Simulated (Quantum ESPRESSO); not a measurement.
# NbAs (I4_1md) in Quantum ESPRESSO: equation of state

How stiff is NbAs in PBE, and what volume does it want? The cell is scaled to several volumes.

All numbers are computed with Quantum ESPRESSO 7.5; they aren't measurements. Logs are shortened: lines on timing, memory, paths and dates and some standing lists are left out, and cuts for length are marked.

**1. The structure**

The structure is tetragonal, space group I4_1md (No. 109). Conventional cell: a = 3.452 Å, b = 3.452 Å, c = 11.680 Å, α = 90.00°, β = 90.00°, γ = 90.00°. Around Nb (site symmetry 2mm) lie 6 As at 2.60 to 2.63 Å. Around As (site symmetry 2mm) lie 6 Nb at 2.60 to 2.63 Å.

**2. Single point, PBE, 16.35 Å³/atom**

File pw.in:

```
&CONTROL
  calculation = 'scf'
  prefix = 'pwscf'
  outdir = './tmp'
  pseudo_dir = './pseudo'
  tstress = .true.
  disk_io = 'nowf'
/
&SYSTEM
  ibrav = 0
  nat = 4
  ntyp = 2
  ecutwfc = 55
  ecutrho = 440
  nbnd = 26
  occupations = 'smearing'
  smearing = 'fd'
  degauss = 0.00367493
/
&ELECTRONS
  conv_thr = 8d-10
  electron_maxstep = 120
  mixing_beta = 0.5
/
ATOMIC_SPECIES
Nb    92.9064 Nb.pbe-spn-kjpaw_psl.0.3.0.UPF
As    74.9216 As.pbe-n-rrkjus_psl.0.2.UPF
CELL_PARAMETERS angstrom
  -1.6906186857    1.6906186857    5.7207828749
   1.6906186857   -1.6906186857    5.7207828749
   1.6906186857    1.6906186857   -5.7207828749
ATOMIC_POSITIONS crystal
Nb     0.5000000000    0.0000000000    0.5000000000
Nb     0.7500000000    0.7500000000    0.0000000000
As     0.9160000000    0.4160000000    0.5000000000
As     0.1660000000    0.1660000000    0.0000000000
K_POINTS automatic
11 11 11 0 0 0
```

Potentials or basis: SSSP 1.3 efficiency PBE.

On the command line:

```
> OMP_NUM_THREADS=1 mpirun -n 2 pw.x -nk 2 -in pw.in > pw.out
```

pw.out:

```text
This program is part of the open-source Quantum ESPRESSO suite
     for quantum simulation of materials; please cite
         "P. Giannozzi et al., J. Phys.:Condens. Matter 21 395502 (2009);
         "P. Giannozzi et al., J. Phys.:Condens. Matter 29 465901 (2017);
         "P. Giannozzi et al., J. Chem. Phys. 152 154105 (2020);
     in publications or presentations arising from this work. More details at

     file Nb.pbe-spn-kjpaw_psl.0.3.0.UPF: wavefunction(s)  4S 4P renormalized
     Message from routine setup:
     using ibrav=0 with symmetry is DISCOURAGED, use correct ibrav instead
[... 6 lines left out ...]
     --------------------
     sticks:   dense  smooth     PW     G-vecs:    dense   smooth      PW
     Sum        3423    1707    549                68837    24263    4429

     Using Slab Decomposition

     bravais-lattice index     =            0
     lattice parameter (alat)  =      11.7169  a.u.
     unit-cell volume          =     441.3706 (a.u.)^3
     number of atoms/cell      =            4
     number of atomic types    =            2
     number of electrons       =        36.00
     number of Kohn-Sham states=           26
     kinetic-energy cutoff     =      55.0000  Ry
     charge density cutoff     =     440.0000  Ry
     scf convergence threshold =      8.0E-10
     mixing beta               =       0.5000
     number of iterations used =            8  plain     mixing
     Exchange-correlation= PBE
                           (   1   4   3   4   0   0   0)

     celldm(1)=  11.716872  celldm(2)=   0.000000  celldm(3)=   0.000000
     celldm(4)=   0.000000  celldm(5)=   0.000000  celldm(6)=   0.000000

     crystal axes: (cart. coord. in units of alat)
               a(1) = (  -0.272667   0.272667   0.922662 )
               a(2) = (   0.272667  -0.272667   0.922662 )
               a(3) = (   0.272667   0.272667  -0.922662 )

     reciprocal axes: (cart. coord. in units 2 pi/alat)
               b(1) = ( -0.000000  1.833737  0.541910 )
               b(2) = (  1.833737 -0.000000  0.541910 )
               b(3) = (  1.833737  1.833737  0.000000 )

     PseudoPot. # 1 for Nb read from file:
     Nb.pbe-spn-kjpaw_psl.0.3.0.UPF
     Pseudo is Projector augmented-wave + core cor, Zval = 13.0
     Generated using "atomic" code by A. Dal Corso  v.5.0.99 svn rev. 10869
     Shape of augmentation charge: PSQ
     Using radial grid of 1227 points,  6 beta functions with:
                l(1) =   0
                l(2) =   0
                l(3) =   1
                l(4) =   1
                l(5) =   2
                l(6) =   2
     Q(r) pseudized with 0 coefficients

     PseudoPot. # 2 for As read from file:
     As.pbe-n-rrkjus_psl.0.2.UPF
     Pseudo is Ultrasoft + core correction, Zval =  5.0
     Generated using "atomic" code by A. Dal Corso  v.5.0.99 svn rev. 10869
     Using radial grid of 1209 points,  4 beta functions with:
                l(1) =   0
                l(2) =   0
                l(3) =   1
                l(4) =   1
     Q(r) pseudized with 0 coefficients

     atomic species   valence    mass     pseudopotential
     Nb               13.00    92.90640     Nb( 1.00)
     As                5.00    74.92160     As( 1.00)

      8 Sym. Ops. (no inversion) found ( 4 have fractional translation)

   Cartesian axes

     site n.     atom                  positions (alat units)
         1        Nb     tau(   1) = (   0.0000000   0.2726672   0.0000000  )
         2        Nb     tau(   2) = (   0.0000000   0.0000000   1.3839931  )
         3        As     tau(   3) = (  -0.0000000   0.2726672   0.7676548  )
         4        As     tau(   4) = (  -0.0000000  -0.0000000   0.3063238  )

     number of k points=   126  Fermi-Dirac smearing, width (Ry)=  0.0037

     Number of k-points >= 100: set verbosity='high' to print them.

     Dense  grid:    68837 G-vectors     FFT dimensions: (  80,  80,  80)

     Smooth grid:    24263 G-vectors     FFT dimensions: (  60,  60,  60)

     Initial potential from superposition of free atoms

     starting charge      35.9953, renormalised to      36.0000
     Starting wfcs are   28 randomized atomic wfcs
     Checking if some PAW data can be deallocated...

     Self-consistent Calculation

     iteration #  1     ecut=    55.00 Ry     beta= 0.50
     Davidson diagonalization with overlap
     ethr =  1.00E-02,  avg # of iterations =  2.6

     total energy              =    -704.98608648 Ry
     estimated scf accuracy    <       0.38837239 Ry

     iteration #  2     ecut=    55.00 Ry     beta= 0.50
     Davidson diagonalization with overlap
     ethr =  1.08E-03,  avg # of iterations =  2.0

     total energy              =    -705.09288266 Ry
     estimated scf accuracy    <       0.09834881 Ry

     iteration #  3     ecut=    55.00 Ry     beta= 0.50
     Davidson diagonalization with overlap
     ethr =  2.73E-04,  avg # of iterations =  2.3

     total energy              =    -705.11284577 Ry
     estimated scf accuracy    <       0.00483549 Ry

     iteration #  4     ecut=    55.00 Ry     beta= 0.50
     Davidson diagonalization with overlap
     ethr =  1.34E-05,  avg # of iterations =  3.5

     total energy              =    -705.11331189 Ry
     estimated scf accuracy    <       0.00007219 Ry

     iteration #  5     ecut=    55.00 Ry     beta= 0.50
     Davidson diagonalization with overlap
     ethr =  2.01E-07,  avg # of iterations =  3.7

     total energy              =    -705.11335184 Ry
     estimated scf accuracy    <       0.00000690 Ry

     iteration #  6     ecut=    55.00 Ry     beta= 0.50
     Davidson diagonalization with overlap
     ethr =  1.92E-08,  avg # of iterations =  2.4

     total energy              =    -705.11335308 Ry
     estimated scf accuracy    <       0.00000016 Ry

     iteration #  7     ecut=    55.00 Ry     beta= 0.50
     Davidson diagonalization with overlap
     ethr =  4.58E-10,  avg # of iterations =  4.0

     total energy              =    -705.11335319 Ry
     estimated scf accuracy    <       0.00000002 Ry

     iteration #  8     ecut=    55.00 Ry     beta= 0.50
     Davidson diagonalization with overlap
     ethr =  5.00E-11,  avg # of iterations =  2.3

     total energy              =    -705.11335319 Ry
     estimated scf accuracy    <          1.1E-09 Ry

     iteration #  9     ecut=    55.00 Ry     beta= 0.50
     Davidson diagonalization with overlap
     ethr =  3.04E-12,  avg # of iterations =  2.7

     End of self-consistent calculation

     Number of k-points >= 100: set verbosity='high' to print the bands.

     the Fermi energy is    15.5750 ev

!    total energy              =    -705.11335319 Ry
     estimated scf accuracy    <          2.0E-11 Ry
     smearing contrib. (-TS)   =      -0.00042925 Ry
     internal energy E=F+TS    =    -705.11292394 Ry

     The total energy is F=E-TS. E is the sum of the following terms:
     one-electron contribution =     -37.58199858 Ry
     hartree contribution      =      40.49569894 Ry
     xc contribution           =     -76.78797088 Ry
     ewald contribution        =    -214.25864729 Ry
     one-center paw contrib.   =    -416.98000613 Ry

     convergence has been achieved in   9 iterations

     Computing stress (Cartesian axis) and pressure

          total   stress  (Ry/bohr**3)                   (kbar)     P=      165.58
   0.00114785   0.00000000  -0.00000000          168.85        0.00       -0.00
   0.00000000   0.00114785   0.00000000            0.00      168.85        0.00
  -0.00000000   0.00000000   0.00108100           -0.00        0.00      159.02

=------------------------------------------------------------------------------=
   JOB DONE.
=------------------------------------------------------------------------------=
```

Wall time 1.8 min (2 MPI ranks of Intel Xeon 6975P-C (Granite Rapids), shared host); peak memory 0.56 GiB.

Results:

```yaml
Free_energy: -9593.5559 eV
Pressure: 16.6 GPa
Band_gap_on_the_k_mesh: 0.03 eV, indirect (least direct gap 0.08 eV)
```

Caveat: an odd mesh through Γ misses points on the zone boundary, where band edges often lie.

**3. Single point, PBE, 16.70 Å³/atom**

pw.in, as its differences from that of step 2:

```diff
@@ -28,5 +28,5 @@
 CELL_PARAMETERS angstrom
-  -1.6906186857    1.6906186857    5.7207828749
-   1.6906186857   -1.6906186857    5.7207828749
-   1.6906186857    1.6906186857   -5.7207828749
+  -1.7025248434    1.7025248434    5.7610714056
+   1.7025248434   -1.7025248434    5.7610714056
+   1.7025248434    1.7025248434   -5.7610714056
 ATOMIC_POSITIONS crystal
```

Potentials or basis: SSSP 1.3 efficiency PBE.

On the command line:

```
> OMP_NUM_THREADS=1 mpirun -n 2 pw.x -nk 2 -in pw.in > pw.out
```

It took 1.9 min on 2 MPI ranks of Intel Xeon 6975P-C (Granite Rapids), shared host; peak memory 0.58 GiB.

It converged, with:

* Free energy: -9593.6802 eV
* Pressure: 11.8 GPa
* Band gap on the k mesh: 0.03 eV, indirect (least direct gap 0.09 eV)

Caveat: an odd mesh through Γ misses points on the zone boundary, where band edges often lie.

**4. Single point, PBE, 17.05 Å³/atom**

pw.in, as its differences from that of step 3:

```diff
@@ -28,5 +28,5 @@
 CELL_PARAMETERS angstrom
-  -1.7025248434    1.7025248434    5.7610714056
-   1.7025248434   -1.7025248434    5.7610714056
-   1.7025248434    1.7025248434   -5.7610714056
+  -1.7142667651    1.7142667651    5.8008041881
+   1.7142667651   -1.7142667651    5.8008041881
+   1.7142667651    1.7142667651   -5.8008041881
 ATOMIC_POSITIONS crystal
```

On the command line:

```
> OMP_NUM_THREADS=1 mpirun -n 2 pw.x -nk 2 -in pw.in > pw.out
```

Wall time 2.1 min (2 MPI ranks of Intel Xeon 6975P-C (Granite Rapids), shared host); peak memory 0.58 GiB.

It converged, with:

```yaml
Free_energy: -9593.7654 eV
Pressure: 7.6 GPa
Band_gap_on_the_k_mesh: 0.03 eV, indirect (least direct gap 0.10 eV)
```

Caveat: an odd mesh through Γ misses points on the zone boundary, where band edges often lie.

**5. Single point, PBE, 17.39 Å³/atom**

pw.in, as its differences from that of step 4:

```diff
@@ -28,5 +28,5 @@
 CELL_PARAMETERS angstrom
-  -1.7142667651    1.7142667651    5.8008041881
-   1.7142667651   -1.7142667651    5.8008041881
-   1.7142667651    1.7142667651   -5.8008041881
+  -1.7258500000    1.7258500000    5.8400000000
+   1.7258500000   -1.7258500000    5.8400000000
+   1.7258500000    1.7258500000   -5.8400000000
 ATOMIC_POSITIONS crystal
```

On the command line:

```
> OMP_NUM_THREADS=1 mpirun -n 2 pw.x -nk 2 -in pw.in > pw.out
```

Run time: 1.9 min. Hardware: 2 MPI ranks of Intel Xeon 6975P-C (Granite Rapids), shared host; peak memory 0.6 GiB.

It converged, with:

```
Free energy            : -9593.8156 eV
Pressure               : 3.7 GPa
Band gap on the k mesh : 0.03 eV, indirect (least direct gap 0.08 eV)
```

Caveat: an odd mesh through Γ misses points on the zone boundary, where band edges often lie.

**6. Single point, PBE, 17.74 Å³/atom**

pw.in, as its differences from that of step 5:

```diff
@@ -28,5 +28,5 @@
 CELL_PARAMETERS angstrom
-  -1.7258500000    1.7258500000    5.8400000000
-   1.7258500000   -1.7258500000    5.8400000000
-   1.7258500000    1.7258500000   -5.8400000000
+  -1.7372798033    1.7372798033    5.8786766238
+   1.7372798033   -1.7372798033    5.8786766238
+   1.7372798033    1.7372798033   -5.8786766238
 ATOMIC_POSITIONS crystal
```

Potentials or basis: SSSP 1.3 efficiency PBE.

On the command line:

```
> OMP_NUM_THREADS=1 mpirun -n 2 pw.x -nk 2 -in pw.in > pw.out
```

Run time: 1.8 min. Hardware: 2 MPI ranks of Intel Xeon 6975P-C (Granite Rapids), shared host; peak memory 0.66 GiB.

It converged, with:

```
Free energy            : -9593.8342 eV
Pressure               : 0.3 GPa
Band gap on the k mesh : none (metal or under the smearing width)
```

**7. Single point, PBE, 18.09 Å³/atom**

pw.in, as its differences from that of step 6:

```diff
@@ -28,5 +28,5 @@
 CELL_PARAMETERS angstrom
-  -1.7372798033    1.7372798033    5.8786766238
-   1.7372798033   -1.7372798033    5.8786766238
-   1.7372798033    1.7372798033   -5.8786766238
+  -1.7485611571    1.7485611571    5.9168509183
+   1.7485611571   -1.7485611571    5.9168509183
+   1.7485611571    1.7485611571   -5.9168509183
 ATOMIC_POSITIONS crystal
```

On the command line:

```
> OMP_NUM_THREADS=1 mpirun -n 2 pw.x -nk 2 -in pw.in > pw.out
```

It took 1.8 min on 2 MPI ranks of Intel Xeon 6975P-C (Granite Rapids), shared host; peak memory 0.68 GiB.

It converged, with:

| Quantity | Value |
| --- | --- |
| Free energy | -9593.8245 eV |
| Pressure | -2.8 GPa |
| Band gap on the k mesh | none (metal or under the smearing width) |

**8. Single point, PBE, 18.44 Å³/atom**

pw.in, as its differences from that of step 7:

```diff
@@ -28,5 +28,5 @@
 CELL_PARAMETERS angstrom
-  -1.7485611571    1.7485611571    5.9168509183
-   1.7485611571   -1.7485611571    5.9168509183
-   1.7485611571    1.7485611571   -5.9168509183
+  -1.7596987896    1.7596987896    5.9545388829
+   1.7596987896   -1.7596987896    5.9545388829
+   1.7596987896    1.7596987896   -5.9545388829
 ATOMIC_POSITIONS crystal
```

On the command line:

```
> OMP_NUM_THREADS=1 mpirun -n 2 pw.x -nk 2 -in pw.in > pw.out
```

Run time: 1.8 min. Hardware: 2 MPI ranks of Intel Xeon 6975P-C (Granite Rapids), shared host; peak memory 0.66 GiB.

The run converged. Its results:

```
Free energy            : -9593.7894 eV
Pressure               : -5.5 GPa
Band gap on the k mesh : none (metal or under the smearing width)
```

**9. Equation of state, PBE**

Potentials or basis: SSSP 1.3 efficiency PBE.

No new run: the results of the series are fitted here.

Results:

```yaml
Equilibrium_volume: 17.79 Å³/atom
Bulk_modulus_at_fixed_shape_and_positions: 164 GPa
Pressure_derivative_of_the_bulk_modulus: 4.5
```

Energy against volume, from the lowest point:
```tsv
volume (Å³/atom)	energy (meV/atom)
16.351	69.58
16.699	38.51
17.047	17.20
17.395	4.66
17.743	0.00
18.091	2.42
18.438	11.19
```

Caveat: the cell was scaled at fixed shape and fractional positions, which overstates the stiffness of a crystal with free parameters, most of all of layers and chains.
